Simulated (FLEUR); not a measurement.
A run of FLEUR MaX-R8.1 (later development tree) is set up as follows.

inp.xml

```xml
<?xml version="1.0" encoding="UTF-8" standalone="no"?>
<fleurInput fleurInputVersion="0.39">
   <comment>
      Pd                                                                                                  
   </comment>
   <calculationSetup>
      <cutoffs Kmax="4.1" Gmax="12.7" GmaxXC="12.7" numbands="0"/>
      <scfLoop itmax="80" minDistance="0.0001" maxIterBroyd="30" imix="Anderson" alpha="0.05" precondParam="0.0" spinf="2.0" sdNocoIR="T"/>
      <coreElectrons ctail="F" frcor="F" kcrel="0" coretail_lmax="0"/>
      <xcFunctional name="LibXC" relativisticCorrections="F">
         <LibXCName exchange="mgga_x_scan" correlation="mgga_c_scan"/>
         <AuxGGA exchange="117" correlation="130"/>
      </xcFunctional>
      <magnetism jspins="1"/>
      <soc l_soc="F" theta="0.0" phi="0.0" spav="F"/>
      <expertModes spex="0" secvar="F"/>
      <geometryOptimization l_f="F" forcealpha="1.0" forcemix="BFGS" epsdisp="0.00001" epsforce="0.00001"/>
      <ldaU l_linMix="F" mixParam="0.05" spinf="1.0"/>
   </calculationSetup>
   <cell>
      <bzIntegration valenceElectrons="36.0" mode="hist" fermiSmearingEnergy="0.00183747">
         <kPointListSelection listName="default-1"/>
         <!-- k-points included here -->
         <xi:include xmlns:xi="http://www.w3.org/2001/XInclude" href="kpts.xml"> </xi:include>
      </bzIntegration>
      <!-- symmetry operations included here -->
      <xi:include xmlns:xi="http://www.w3.org/2001/XInclude" href="sym.xml"> </xi:include>
      <bulkLattice scale="1.0">
         <bravaisMatrix>
            <row-1>    5.2603645591841151     0.0000000000000000     0.0000000000000000</row-1>
            <row-2>   -2.6301822795920575     4.5556093414404790     0.0000000000000000</row-2>
            <row-3>    0.0000000000000000     0.0000000000000000     8.7473400300780675</row-3>
         </bravaisMatrix>
      </bulkLattice>
   </cell>
   <atomSpecies>
      <species name="Palladium (Pd)" element="Pd" atomicNumber="46">
         <mtSphere radius="2.44" gridPoints="807" logIncrement="0.016"/>
         <atomicCutoffs lmax="10" lnonsphr="10"/>
         <electronConfig flipSpins="F">
            <coreConfig>(1s1/2) (2s1/2) (2p1/2) (2p3/2) (3s1/2) (3p1/2) (3p3/2) (3d3/2) (3d5/2)</coreConfig>
            <valenceConfig>(4s1/2) (4p1/2) (4p3/2) (5s1/2) (4d3/2) (4d5/2)</valenceConfig>
            <stateOccupation state="(5s1/2)" spinUp="0.500000" spinDown="0.500000"/>
            <stateOccupation state="(4d3/2)" spinUp="1.800000" spinDown="1.800000"/>
            <stateOccupation state="(4d5/2)" spinUp="2.700000" spinDown="2.700000"/>
         </electronConfig>
         <energyParameters s="5" p="5" d="4" f="4"/>
         <lo type="SCLO" l="0" n="4" eDeriv="0"/>
         <lo type="SCLO" l="1" n="4" eDeriv="0"/>
         <lo type="SCLO" l="1" n="4" eDeriv="1"/>
         <lo type="SCLO" l="2" n="4" eDeriv="2"/>
         <lo type="SCLO" l="3" n="4" eDeriv="2"/>
      </species>
   </atomSpecies>
   <atomGroups>
      <atomGroup species="Palladium (Pd)">
         <relPos label="                   1">1.000/3.000 -1.000/3.000 1.000/4.000</relPos>
         <relPos label="                   2">-1.000/3.000 1.000/3.000 -1.000/4.000</relPos>
         <force calculate="T" relaxXYZ="TTT"/>
      </atomGroup>
   </atomGroups>
   <output dos="F" band="F" slice="F">
      <checks vchk="F" cdinf="F"/>
      <bandDOS minEnergy="-.5*Htr" maxEnergy="0.5*Htr" sigma="0.015" storeEVData="T"/>
      <vacuumDOS vacdos="F" integ="F" star="F" nstars="0" locx1="0.0" locy1="0.0" locx2="0.0" locy2="0.0" nstm="0" tworkf="0.0"/>
      <unfoldingBand unfoldBand="F" supercellX="1" supercellY="1" supercellZ="1"/>
      <plotting iplot="0" polar="F">
         <plot TwoD="T" vec1="  1.0  0.0  0.0" vec2="  0.0  1.0  0.0" vec3="  0.0  0.0  1.0" zero="  0.0  0.0  0.0" file="plot"/>
      </plotting>
      <chargeDensitySlicing numkpt="0" minEigenval="0.0" maxEigenval="0.0" nnne="0" pallst="F"/>
      <specialOutput eonly="F"/>
      <moessbauerParams electricFieldGradient="T" isomerShift="T" coreHyperfine="T" valenceHyperfine="T"/>
      <magneticCircularDichroism mcd="F" energyLo="-10.0" energyUp="0.0"/>
   </output>
  <!-- We include the file relax.xml here to enable relaxations (see documentation) -->
  <xi:include xmlns:xi="http://www.w3.org/2001/XInclude" href="relax.xml"> <xi:fallback/> </xi:include>
</fleurInput>
```

Contents of crystal.txt:

```
Pd
&input cartesian=F /
2.7836650458  0.0000000000  0.0000000000
-1.3918325229  2.4107246453  0.0000000000
0.0000000000  0.0000000000  4.6288930000
1.8897261246
1.0 1.0 1.0

2
46 0.3333333334  0.6666666668  0.2500000000
46 0.6666666668  0.3333333334  0.7500000000

&kpt div1=11 div2=11 div3=6 gamma=T /
```

File inp.xml (bands):

```
<?xml version="1.0" encoding="UTF-8" standalone="no"?>
<fleurInput fleurInputVersion="0.39">
   <comment>
      Pd                                                                                                  
   </comment>
   <calculationSetup>
      <cutoffs Kmax="4.1" Gmax="12.7" GmaxXC="12.7" numbands="0"/>
      <scfLoop itmax="80" minDistance="0.0001" maxIterBroyd="30" imix="Anderson" alpha="0.05" precondParam="0.0" spinf="2.0" sdNocoIR="T"/>
      <coreElectrons ctail="F" frcor="F" kcrel="0" coretail_lmax="0"/>
      <xcFunctional name="LibXC" relativisticCorrections="F">
         <LibXCName exchange="mgga_x_scan" correlation="mgga_c_scan"/>
         <AuxGGA exchange="117" correlation="130"/>
      </xcFunctional>
      <magnetism jspins="1"/>
      <soc l_soc="F" theta="0.0" phi="0.0" spav="F"/>
      <expertModes spex="0" secvar="F"/>
      <geometryOptimization l_f="F" forcealpha="1.0" forcemix="BFGS" epsdisp="0.00001" epsforce="0.00001"/>
      <ldaU l_linMix="F" mixParam="0.05" spinf="1.0"/>
   </calculationSetup>
   <cell>
      <bzIntegration valenceElectrons="36.0" mode="hist" fermiSmearingEnergy="0.00183747">
         <kPointListSelection listName="path-1"/>
         <!-- k-points included here -->
         <xi:include xmlns:xi="http://www.w3.org/2001/XInclude" href="kpts.xml"> </xi:include>
      </bzIntegration>
      <!-- symmetry operations included here -->
      <xi:include xmlns:xi="http://www.w3.org/2001/XInclude" href="sym.xml"> </xi:include>
      <bulkLattice scale="1.0">
         <bravaisMatrix>
            <row-1>    5.2603645591841151     0.0000000000000000     0.0000000000000000</row-1>
            <row-2>   -2.6301822795920575     4.5556093414404790     0.0000000000000000</row-2>
            <row-3>    0.0000000000000000     0.0000000000000000     8.7473400300780675</row-3>
         </bravaisMatrix>
      </bulkLattice>
   </cell>
   <atomSpecies>
      <species name="Palladium (Pd)" element="Pd" atomicNumber="46">
         <mtSphere radius="2.44" gridPoints="807" logIncrement="0.016"/>
         <atomicCutoffs lmax="10" lnonsphr="10"/>
         <electronConfig flipSpins="F">
            <coreConfig>(1s1/2) (2s1/2) (2p1/2) (2p3/2) (3s1/2) (3p1/2) (3p3/2) (3d3/2) (3d5/2)</coreConfig>
            <valenceConfig>(4s1/2) (4p1/2) (4p3/2) (5s1/2) (4d3/2) (4d5/2)</valenceConfig>
            <stateOccupation state="(5s1/2)" spinUp="0.500000" spinDown="0.500000"/>
            <stateOccupation state="(4d3/2)" spinUp="1.800000" spinDown="1.800000"/>
            <stateOccupation state="(4d5/2)" spinUp="2.700000" spinDown="2.700000"/>
         </electronConfig>
         <energyParameters s="5" p="5" d="4" f="4"/>
         <lo type="SCLO" l="0" n="4" eDeriv="0"/>
         <lo type="SCLO" l="1" n="4" eDeriv="0"/>
         <lo type="SCLO" l="1" n="4" eDeriv="1"/>
         <lo type="SCLO" l="2" n="4" eDeriv="2"/>
         <lo type="SCLO" l="3" n="4" eDeriv="2"/>
      </species>
   </atomSpecies>
   <atomGroups>
      <atomGroup species="Palladium (Pd)">
         <relPos label="                   1">1.000/3.000 -1.000/3.000 1.000/4.000</relPos>
         <relPos label="                   2">-1.000/3.000 1.000/3.000 -1.000/4.000</relPos>
         <force calculate="T" relaxXYZ="TTT"/>
      </atomGroup>
   </atomGroups>
   <output dos="F" band="T" slice="F">
      <checks vchk="F" cdinf="F"/>
      <bandDOS minEnergy="-.5*Htr" maxEnergy="0.5*Htr" sigma="0.015" storeEVData="T"/>
      <vacuumDOS vacdos="F" integ="F" star="F" nstars="0" locx1="0.0" locy1="0.0" locx2="0.0" locy2="0.0" nstm="0" tworkf="0.0"/>
      <unfoldingBand unfoldBand="F" supercellX="1" supercellY="1" supercellZ="1"/>
      <plotting iplot="0" polar="F">
         <plot TwoD="T" vec1="  1.0  0.0  0.0" vec2="  0.0  1.0  0.0" vec3="  0.0  0.0  1.0" zero="  0.0  0.0  0.0" file="plot"/>
      </plotting>
      <chargeDensitySlicing numkpt="0" minEigenval="0.0" maxEigenval="0.0" nnne="0" pallst="F"/>
      <specialOutput eonly="F"/>
      <moessbauerParams electricFieldGradient="T" isomerShift="T" coreHyperfine="T" valenceHyperfine="T"/>
      <magneticCircularDichroism mcd="F" energyLo="-10.0" energyUp="0.0"/>
   </output>
  <!-- We include the file relax.xml here to enable relaxations (see documentation) -->
  <xi:include xmlns:xi="http://www.w3.org/2001/XInclude" href="relax.xml"> <xi:fallback/> </xi:include>
</fleurInput>
```

Potentials or basis: all-electron, FLAPW.

The run is started by

```sh
$ inpgen -f crystal.txt -profile fastHighL
$ # inp.xml edited to the form shown
$ fleur_MPI
$ fleur_MPI   # second run, on inp.xml (bands)
```

Predict the band gap along the path.

none (metal or under the smearing width).

Levels at the corners of the path, in eV from the Fermi level:
```csv
point,band 15,band 16,band 17,band 18,band 19,band 20,band 21,band 22
Γ,-2.29,-1.65,-1.65,-0.27,-0.27,1.15,6.95,17.68
M,-1.61,-0.02,-0.01,0.18,2.70,4.61,9.81,10.13
K,-1.76,-0.48,-0.48,-0.40,6.08,6.28,6.28,12.56
Γ,-2.29,-1.65,-1.65,-0.27,-0.27,1.15,6.95,17.68
A,-2.67,-2.67,-0.72,-0.72,-0.72,-0.72,14.28,14.28
L,-0.42,-0.42,0.10,0.10,2.84,2.84,8.23,8.23
H,-1.75,-1.75,-0.17,-0.17,7.10,7.10,8.89,8.89
A,-2.67,-2.67,-0.72,-0.72,-0.72,-0.72,14.28,14.28
L,-0.42,-0.42,0.10,0.10,2.84,2.84,8.23,8.23
M,-1.61,-0.02,-0.01,0.18,2.70,4.61,9.81,10.13
K,-1.76,-0.48,-0.48,-0.40,6.08,6.28,6.28,12.56
H,-1.75,-1.75,-0.17,-0.17,7.10,7.10,8.89,8.89
```

Caveat: the meta-GGA is that of a development version, with a GGA for the radial functions and cores and without core tails.
